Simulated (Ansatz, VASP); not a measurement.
## One calculation of La, two programs

```
CELL_PARAMETERS angstrom
0.00000 2.48534 2.48534
2.48534 0.00000 2.48534
2.48534 2.48534 0.00000
ATOMIC_POSITIONS crystal
La 0.00000 0.00000 0.00000
```

Alike in both runs: task single point; functional LDA; k mesh 12 × 12 × 12; occupations fermi-dirac, width 0.1 eV; no spin polarisation.

```csv
,VASP,Ansatz
version,VASP 6.6.1,Ansatz 0.2.0
potentials or method,"VASP PAW LDA potentials, release 64 (La)","plane waves (420 eV) with PAW, scalar-relativistic"
plane-wave cutoff (eV),520,420
valence electrons in the cell,11,11
```

VASP gave:

| Property | Result |
| --- | --- |
| pressure (GPa) | 1.4 |

Q: What did Ansatz give for the same quantities?

A: Pressure (GPa): 1.5.

Ansatz warned: «pseudo_functional_mismatch».

The runs have no spin-orbit coupling, so splittings on La are missing.
